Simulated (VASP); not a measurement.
Set up this calculation in VASP 6.6.1, as the native input.

```
Task                   : relaxation of cell and atoms
Functional             : PBE
Dispersion             : D3(BJ)
Potentials or basis    : VASP PAW PBE potentials, release 64 (Zr_sv)
Cutoff                 : 600 eV
k mesh                 : 10 × 10 × 10
Occupations            : fermi-dirac, width 0.05 eV
Spin                   : no spin polarisation
Further INCAR settings : ALGO = Normal; EDIFF = 1e-06; IBRION = 2; EDIFFG = -0.01; NSW = 40; ISIF = 3
```

The structure of Zr lies in POSCAR:

```
Zr
1.0
   -1.8100000000      1.8100000000      1.8100000000
    1.8100000000     -1.8100000000      1.8100000000
    1.8100000000      1.8100000000     -1.8100000000
Zr
1
Direct
    0.0000000000      0.0000000000      0.0000000000
```

This isn't the form of Zr at room conditions, which is hcp.

These files were run (other wordings do the same):

INCAR

```
  PREC = Accurate
  ENCUT = 600
  EDIFF = 1E-6
  ISMEAR = -1
  SIGMA = 0.05
  LREAL = F
  LASPH = T
  NELM = 80
  ALGO = Normal
  ISIF = 3
  LWAVE = F
  LCHARG = F
  GGA = PE
  IVDW = 12
  IBRION = 2
  NSW = 40
  EDIFFG = -0.01
```

KPOINTS

```
Automatic mesh
0
Gamma
  10 10 10
```

Potentials or basis: VASP PAW PBE potentials, release 64 (Zr_sv).

Command:

```bash
$ cat potpaw_PBE.64/Zr_sv/POTCAR > POTCAR
$ mpirun -np 1 vasp_std > vasp.out
```

It gave:

The relaxed volume is 21.72 Å³/atom, the relaxed cell is a = 3.044 Å, b = 3.044 Å, c = 3.044 Å, α = 109.47°, β = 109.47°, γ = 109.47° and the space group after relaxing (to 0.05 Å) is Im-3m (No. 229). The energy gained by relaxing is 47.2 meV/atom, the ionic steps are 3 and the pressure after relaxing is 0.0 GPa. The band gap on the k mesh is none (metal or under the smearing width). The dispersion energy per atom is -0.567 eV.

Caveat: pairwise dispersion overbinds metals, which lowers pressure and volume.

It took 40 s on 1 thread of Intel(R) Xeon(R) Platinum 8488C (Sapphire Rapids), on a shared host, peak memory 0.18 GiB.
